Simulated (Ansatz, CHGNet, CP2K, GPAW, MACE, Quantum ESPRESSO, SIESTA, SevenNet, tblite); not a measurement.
# Codes compared on LaAg(100)/Pb(100) interface (59 atoms)

Aim: run LaAg(100)/Pb(100) interface (59 atoms) in several programs and set results and cost side by side. A plane-wave run serves as the reference.

Main program and level: Ansatz 0.2.0; Kohn-Sham DFT, PBE, PAW, plane waves.

**1. The structure**

The cell holds 59 atoms: 16 La, 16 Ag and 27 Pb. Its edges and angles: a = 10.568 Å, b = 10.568 Å, c = 25.354 Å, α = 90.0°, β = 90.0°, γ = 90.0°. CsCl-type LaAg(100), 2 repeat layers, 8 surface cells, strained -0.63 and -0.63 %; fcc Pb(100), 3 layers, 9 cells, +0.64 and +0.64 %; outer planes 2.76 Å apart, 12 Å of vacuum above; not relaxed, displaced by a Gaussian of 0.02 Å. Then every atom was moved at random, 0.02 Å r.m.s. a Cartesian component. Regions: LaAg, 32 atoms (16 La and 16 Ag); Pb, 27 atoms (27 Pb). Vacuum lies along c.

**2. Reference: Ansatz, plane waves**

The PAW files are the set soft_2.

File input.yaml:

```yaml
crystal:
  lattice:
    - [10.5677, 0.0, 0.0]
    - [0.0, 10.5677, 0.0]
    - [0.0, 0.0, 25.35352]
  atoms:
    - { symbol: La, position: [0.74788, 0.75331, 0.23622] }
    - { symbol: Ag, position: [0.74595, 0.49859, 0.31063] }
    - { symbol: La, position: [0.74912, 0.74805, 0.38621] }
    - { symbol: Ag, position: [0.75401, 0.49828, 0.46221] }
    [... 49 atom lines left out ...]
    - { symbol: Pb, position: [0.79507, 0.12277, 0.56947] }
    - { symbol: Pb, position: [0.96314, 0.29004, 0.66839] }
    - { symbol: Pb, position: [0.79881, 0.12243, 0.76434] }
    - { symbol: Pb, position: [0.7975, 0.4564, 0.5674] }
    - { symbol: Pb, position: [0.9607, 0.62139, 0.66586] }
    - { symbol: Pb, position: [0.79676, 0.4624, 0.76509] }
kpoints:
  mp_grid: { grid: [1, 1, 1] }
hamiltonian:
  xc: pbe
scf:
  occupations: { method: fermi_dirac, width: 0.05 }
output:
  forces: true
  eigenvalues: true
  populations: true
```

Run with:

```bash
$ ansatz run input.yaml --threads 4 --pin off --max-ram 15872MiB --backend cpu --events-out ev --progress --plain --runs-dir out
```

What it wrote:

```text
La: projections on atomic orbitals take those of the free atom [Kr 4d10] 4f0 5s2 5p6 5d1 6s2, of charge +0.00 (hamiltonian.pseudopotentials.projection_atoms); the dataset's partial waves leave at most 1.9e-5 of an orbital's norm unspanned inside its sphere
[...]
Pseudopotentials: kind: paw
Pseudopotential: La, paw, valence charge 11, recommended cutoff 420 eV (normal), La.paw.azcp
Pseudopotential: Ag, paw, valence charge 19, recommended cutoff 420 eV (normal), Ag.paw.azcp
Pseudopotential: Pb, paw, valence charge 14, recommended cutoff 420 eV (normal), Pb.paw.azcp
[... 5 lines on functional and potentials left out ...]
Crystal: 59 atoms, lattice volume = 2831.387 Å³
Basis set: ecut = 420 eV, 55313 PW (Γ), exchange–correlation on 144×144×360 points (8 copies of the dense FFT grid, shifted against one another)
Bands: 515, of which v1, the nominal top of the filled ones, is band 429 counted from 1 (428 counted from 0)
Symmetry: 1 space group operations
Space group: P1 (ITA 1), of the structure as read, at distance tolerance 1.4e-4 Å
k-points: 1
[... 7 lines on functional and potentials left out ...]
Initial density: superposition of atomic densities (neutral atoms: chi_scale 0, normalization atom), corrected by the library's trained network
Initial wavefunctions: pseudopotential atomic-orbital guess
[...]
SCF iter   1: F=—  HF=-542915.335623 eV  |F-HF|=—  |Δ(HF+E_count)|=         —  Δρ=1.06e-2  dr2=3.15e2  ethr=1.77e-3  ⟨swp⟩=8.0  Hψ=2171  notcnv=0
preconditioner: auto → LDOS  [metal: Δε(μ)=0.017 eV  Ē_g=11.778 eV  σ=0.050 eV  W_gap=0.09  n_scr=534 (ndim 8)  ℏωp=18.4 eV  f_vac=0.326  D(μ)=80.17/eV (n_scr^D=558)  β→1.0]
[...]
SCF iter  14: F=—  HF=-542912.087296 eV  |F-HF|=—  |Δ(HF+E_count)|=   2.18e-8  Δρ=2.06e-6  dr2=5.47e-7  ethr=1.37e-10  ⟨swp⟩=2.0  Hψ=952  notcnv=0
SCF iter  15: F=-542912.087296 eV  HF=-542912.087296 eV  |F-HF|=6.31e-8  |Δ(HF+E_count)|=   3.15e-8  Δρ=8.14e-7  dr2=7.73e-8  ethr=1.17e-11  ⟨swp⟩=13.0  Hψ=2744  notcnv=0
SCF 1 converged in 15 iterations: F = -542912.087296 eV  dr2 = 7.73e-8
[...]
SCF converged after 15 iterations
Free energy (F): -542912.087296 eV
Harris-Foulkes:  -542912.087296 eV  (|F-HF|=6.31e-8)
Internal energy: -542911.022624 eV  (E = F + TS)
E sigma→0 (E₀):  -542911.554960 eV
Entropy (-TS):   -1.064672 eV (-18.045 meV/atom)
Fermi energy:    5.846561 eV
--- Per-component energies (eV) ---
[...]
Σ components = -542912.087296   (vs F -542912.087296, Δ=0.00e0)
--- Forces (eV/Å), atoms counted from 1 ---
  atom   1  La     0.08282546    -0.06802225    -0.26964258
  atom   2  Ag     0.05688290    -0.00611968    -0.01175832
  atom   3  La     0.01572000     0.08127004     0.52534662
  atom   4  Ag    -0.15776611     0.09575307    -0.55243439
[...]
atom  59  Pb    -0.15290880     0.10735179    -0.74932413
  max |Σ_I F_I| component: 1.41e-4 eV/Å
--- Band table (eV) ---
  k-point 0: bands = ["-86.8269", "-86.8156", "-86.7993", "-86.7991", [... 499 levels ...], "7.0687", "7.0968", "7.1011", "7.1162", "7.1242", "7.1264", "7.1290", "7.1327", "7.1369", "7.1477", "7.1515", "7.1639"]
--- Löwdin populations: 59 sites ---
  site symbol       q [e]
     0     La     11.0804
     1     Ag     18.6188
     2     La     11.1813
[...]
58     Pb     13.9606
  spilling = 0.003388 (of n_electrons = 858.000000)
```

The job ended after 88 s (4 threads of Arm Neoverse V1, shared host; peak memory 3.9 GiB; 5.7 min of CPU time).

Read from the output:

* free energy: -542912.0873 eV
* free energy per atom: -9201.8998 eV/atom
* SCF cycles: 15
* r.m.s. force component: 0.2566 eV/Å
* longest force: 0.8593 eV/Å
* Fermi energy: 5.847 eV
* levels partly filled by over 2 per cent: 21
* spilling of the projection: 0.003388

Neighbours are counted within 3.95 Å (Pb-Pb), 4.51 Å (Pb-Ag), 4.17 Å (Ag-Ag), 3.61 Å (Ag-La), 4.17 Å (La-La), cutoffs set anew for this text.

Length of the force by element and coordination:

```csv
element,coordination,atoms,mean length of the force (eV/Å),spread,least,most
Ag,all,16,0.228,0.142,0.0584,0.582
Ag,12,6,0.305,0.154,0.122,0.582
Ag,13,10,0.182,0.111,0.0584,0.355
La,all,16,0.437,0.161,0.223,0.711
La,9,8,0.285,0.0383,0.223,0.356
La,13,8,0.589,0.0679,0.497,0.711
Pb,all,27,0.428,0.279,0.0392,0.859
Pb,8,9,0.767,0.0543,0.672,0.859
Pb,10,3,0.439,0.287,0.0392,0.705
Pb,11,4,0.123,0.0089,0.113,0.136
Pb,12,11,0.258,0.0909,0.0865,0.422
```

By region:

```csv
region,atoms,mean length of the force (eV/Å)
LaAg,32,0.333
Pb,27,0.428
```

The levels nearest the highest filled one (over half full), pooled over k-points and spins:

```
level less the highest filled one (eV)  occupation
                               -0.0395        1.64
                               -0.0323        1.60
                               -0.0295        1.58
                               -0.0195        1.51
                                -0.007        1.41
                                     0        1.35
                                 0.039       0.975
                                0.0447       0.918
                                0.0482       0.883
                                0.0549       0.818
                                0.0759       0.626
                                0.0804       0.587
```

**3. The ladder**

The programs:
- CHGNet: machine-learned potential, published weights.
- CP2K 2026.2: Gaussian basis with GTH pseudopotentials and a plane-wave density; labels give functional, basis (MOLOPT sets; SR short-range, UZH the newer set with its own potentials), grid cutoff/relative cutoff and solver (OT: orbital transformation; TRS4, TC2, SIGN: linear-scaling purification with its sparsity filter), or its built-in tight binding.
- GPAW 26.7.0: PAW with atomic orbitals (LCAO), plane waves or a real-space grid of spacing h.
- MACE: machine-learned potential, published weights.
- Quantum ESPRESSO 7.5: plane waves; labels (QE) give functional, pseudopotential set and cutoffs of waves/density.
- SIESTA 5.4.2: numerical atomic orbitals, whose automatically made sets are far from complete, with PseudoDojo norm-conserving potentials that we converted to its format (checked against plane waves on the same files for H, C, O, Si, Ge and Ca alone); labels give functional, basis size, energy shift and mesh cutoff.
- SevenNet: machine-learned potential, published weights.
- tblite 0.8.0: extended tight binding, driven from Python.

All use the same cell and atoms; the electronic-structure runs use the same k-mesh, and an electronic temperature of 580 K (0.05 eV) where levels are smeared.

Differences are against the plane-wave reference, forces as r.m.s. over components; share is that over the reference's r.m.s. force, slope the least-squares factor from reference forces to these. Total energies of different programs have different zeros and aren't compared.

| run | Δ force, r.m.s. (meV/Å) | share (%) | slope | cores | CPU time | memory (GiB) |
| --- | --- | --- | --- | --- | --- | --- |
| reference | - | - | - | 4 | 5.7 min | 3.9 |
| CHGNet 0.3.0 potential | 223 | 87.1 | 0.222 | 1 | 3.9 s | 0.45 |
| CP2K PBE+D4, DZVP-MOLOPT-SR, 600/60 Ry, diagonalisation | 84.2 | 32.8 | 0.980 | 2 | 20 min | 7.7 |
| CP2K PBE, DZVP-MOLOPT-SR, 210/60 Ry, diagonalisation (coarse) | 54.6 | 21.3 | 1.111 | 2 | 16 min | 2.3 |
| CP2K PBE, DZVP-MOLOPT-SR, 420/60 Ry, diagonalisation (coarse) | 52.9 | 20.6 | 1.109 | 2 | 20 min | 4.9 |
| CP2K PBE, DZVP-MOLOPT-SR, 600/20 Ry, diagonalisation (coarse) | 146 | 56.9 | 0.961 | 2 | 14 min | 7.7 |
| CP2K PBE, DZVP-MOLOPT-SR, 600/60 Ry, diagonalisation | 53.0 | 20.6 | 1.109 | 2 | 20 min | 7.7 |
| CP2K PBE, TZVP-MOLOPT (SR for La, Ag, Pb), 600/60 Ry, diagonalisation | 52.5 | 20.5 | 1.127 | 4 | 22 min | 12 |
| CP2K PBEsol, PBE potentials, DZVP-MOLOPT-SR, 600/60 Ry, diagonalisation | 37.0 | 14.4 | 1.050 | 2 | 20 min | 7.6 |
| GPAW PBE, grid h 0.24 Å (coarse) | 271 | 105 | 0.976 | 4 | 2.2 h | 4.7 |
| GPAW PBE, plane waves 350 eV | 11.3 | 4.41 | 1.028 | 4 | 35 min | 3 |
| MACE MPA-0 medium potential | 205 | 79.8 | 0.451 | 1 | 7.9 s | 0.69 |
| QE PBE, sssp-1.3.0-efficiency, 35/280 Ry (coarse) | 7.10 | 2.77 | 1.006 | 4 | 81 min | 8.3 |
| SIESTA PBE, DZ, shift 0.01 Ry, mesh 300 Ry (coarse) | 112 | 43.5 | 1.194 | 1 | 4.6 min | 1.2 |
| SIESTA PBE, DZP, shift 0.01 Ry, mesh 300 Ry | 90.9 | 35.4 | 1.050 | 2 | 10 min | 2.0 |
| SIESTA PBE, SZP, shift 0.01 Ry, mesh 300 Ry (coarse) | 99.2 | 38.7 | 1.074 | 1 | 7 min | 1.5 |
| SevenNet 0 potential | 194 | 75.4 | 0.384 | 1 | 7.7 s | 0.6 |
| tblite GFN1-xTB | 301 | 117 | 1.516 | 1 | 4 s | 0.16 |

Rows marked coarse were listed beforehand as settings not expected to be converged; some can still land near the reference.

Times of the machine-learned potentials are mostly Python's start and the loading of weights.

CPU time is summed over cores on a shared host, where runs went side by side, so it is rough. Symmetry, cutoffs, thresholds, outputs and thread counts weren't matched or tuned between programs; memory under MPI is the largest rank's times the ranks.

Runs without a result: GPAW PBE, LCAO dzp, h 0.2 Å (cut off at its time limit of 6.9 min); CP2K GFN1-xTB, diagonalisation (not converged); GPAW PBE, LCAO dzp, h 0.28 Å (cut off at its time limit of 4.7 min); GPAW LDA, LCAO dzp, h 0.2 Å (cut off at its time limit of 6.9 min); SIESTA PBE, DZP, shift 0.01 Ry, mesh 700 Ry (cut off at its time limit of 15 min); SIESTA PBE, DZP, shift 0.002 Ry, mesh 300 Ry (cut off at its time limit of 11 min).

Mean charges by element (e), by run and scheme:

| run | scheme | La | Ag | Pb |
| --- | --- | --- | --- | --- |
| CP2K PBE+D4, DZVP-MOLOPT-SR, 600/60 Ry, diagonalisation | Mulliken | +0.42 | -0.53 | +0.06 |
| CP2K PBE+D4, DZVP-MOLOPT-SR, 600/60 Ry, diagonalisation | Hirshfeld | -0.03 | +0.04 | -0.01 |
| CP2K PBE, DZVP-MOLOPT-SR, 420/60 Ry, diagonalisation | Mulliken | +0.42 | -0.53 | +0.06 |
| CP2K PBE, DZVP-MOLOPT-SR, 420/60 Ry, diagonalisation | Hirshfeld | -0.03 | +0.04 | -0.01 |
| CP2K PBE, DZVP-MOLOPT-SR, 600/60 Ry, diagonalisation | Mulliken | +0.42 | -0.53 | +0.06 |
| CP2K PBE, DZVP-MOLOPT-SR, 600/60 Ry, diagonalisation | Hirshfeld | -0.03 | +0.04 | -0.01 |
| CP2K PBE, TZVP-MOLOPT (SR for La, Ag, Pb), 600/60 Ry, diagonalisation | Mulliken | +0.44 | -0.47 | +0.02 |
| CP2K PBE, TZVP-MOLOPT (SR for La, Ag, Pb), 600/60 Ry, diagonalisation | Hirshfeld | -0.04 | +0.05 | -0.01 |
| CP2K PBEsol, PBE potentials, DZVP-MOLOPT-SR, 600/60 Ry, diagonalisation | Mulliken | +0.42 | -0.54 | +0.07 |
| CP2K PBEsol, PBE potentials, DZVP-MOLOPT-SR, 600/60 Ry, diagonalisation | Hirshfeld | -0.03 | +0.04 | 0.00 |
| SIESTA PBE, DZP, shift 0.01 Ry, mesh 300 Ry | Hirshfeld | -0.18 | +0.21 | -0.02 |
| tblite GFN1-xTB | Mulliken | +0.11 | -0.16 | +0.03 |

Within one program, basis, potentials and functional, energies share a zero. Each run against its twin at the usual cutoff or grid and solver:

```
                                                 run                                        twin  Δ energy (meV/atom)  Δ force, r.m.s. (meV/Å)  CPU time over the twin's
CP2K PBE, DZVP-MOLOPT-SR, 210/60 Ry, diagonalisation  DZVP-MOLOPT-SR, 600/60 Ry, diagonalisation                0.144                     13.2                      0.78
CP2K PBE, DZVP-MOLOPT-SR, 420/60 Ry, diagonalisation  DZVP-MOLOPT-SR, 600/60 Ry, diagonalisation              -8.0e-4                    0.837                      0.99
CP2K PBE, DZVP-MOLOPT-SR, 600/20 Ry, diagonalisation  DZVP-MOLOPT-SR, 600/60 Ry, diagonalisation                -12.6                      155                      0.71
```

**4. What came out**

| Item | Value |
| --- | --- |
| reference r.m.s. force component | 0.257 eV/Å |
| nearest in forces | QE PBE, sssp-1.3.0-efficiency, 35/280 Ry (coarse), 2.8 % |
| farthest in forces | tblite GFN1-xTB, 117 % |
| cheapest electronic-structure run beside the reference | tblite GFN1-xTB, 4 s of CPU time |

In words: PBE on plane waves or a grid with other potentials, cutoffs or grids, coarse settings apart, differs from the reference by 4.4 % (GPAW PBE, plane waves 350 eV) of the r.m.s. force; this holds the reference's own error, so differences of a few per cent don't tell which side is nearer the exact PBE result. The PBE runs in local orbitals, coarse settings apart, differ by 20 % (CP2K PBE, TZVP-MOLOPT (SR for La, Ag, Pb), 600/60 Ry, diagonalisation) to 35 % (SIESTA PBE, DZP, shift 0.01 Ry, mesh 300 Ry); basis, grid and potentials can all enter. Tight binding differs by 117 % (tblite GFN1-xTB); it is another model, with fitted parameters of its own, and the xTB methods hold dispersion. Machine-learned potentials differ by 75 % (SevenNet 0 potential) to 87 % (CHGNet 0.3.0 potential); they were trained on other programs' data. The reference samples few k-points for this cell, and its sampling error, which other DFT runs on the same mesh share, can be part of so large a difference. Among those trained on PBE data the slope goes as low as 0.22, with a correlation of 0.49, so directions differ as well as sizes. Rows with another functional or a dispersion term differ by 14 % (CP2K PBEsol, PBE potentials, DZVP-MOLOPT-SR, 600/60 Ry, diagonalisation) to 33 % (CP2K PBE+D4, DZVP-MOLOPT-SR, 600/60 Ry, diagonalisation), which mixes the change of model with differences of basis and potentials, some of them made for another functional. GPAW PBE, grid h 0.24 Å needed 84 SCF steps, so its time overstates the method's usual cost. Runs with settings chosen to be coarse differ by 2.8 % (QE PBE, sssp-1.3.0-efficiency, 35/280 Ry) to 105 % (GPAW PBE, grid h 0.24 Å), their programs' other errors included. One electronic-structure run takes under half the reference's CPU time: tblite GFN1-xTB, at 117 % in 4 s against 5.7 min, too far off to be of use. CP2K PBE, TZVP-MOLOPT (SR for La, Ag, Pb), 600/60 Ry, diagonalisation stiffens the forces by a factor of 1.13 while following their directions (correlation 0.990); the difference isn't even, but is largest on one element. Charges hang on model, scheme and program or settings: among these rows the mean for Ag runs from -0.54 to +0.21 e, even in sign. In the reference: 21 levels are partly filled, by over 2 % (at Γ alone), as in a metal. In the reference: forces differ by site in this geometry: Pb atoms with 8 neighbours bear 0.77 eV/Å on average, against 0.26 eV/Å for those with 12. Periodic xTB results under one method name differ between programs and library versions. The potentials hold different valence shells: 858 electrons in the reference, 460 in CP2K with TZVP-MOLOPT and 826 in GPAW; this bears on time and differences. Machine-learned potentials mimic data converged in k, so the reference's own k-point error enters their differences. The host structure and its lattice constant were typed by rule, without a check against the phase diagram. The electronic-structure runs sample only Γ, in a cell whose shortest periodic width is 11 Å, which is coarse for a cell with partly filled levels. Spin–orbit coupling is left out, which matters for the levels of the heavy elements.

[Also dropped from logs without a mark: logging warnings of Python, and SIESTA's first energy breakdown and zero terms.]

[Logs are printed without paths, hosts, clocks, repeated set-up lines and the standing remarks that a program may print on its own settings, such as how far it seeks lower states.]

[Hosts, paths, dates, database ids (printed as entryN), source tags and the programs' standing remarks are cut or masked in the printed files.]
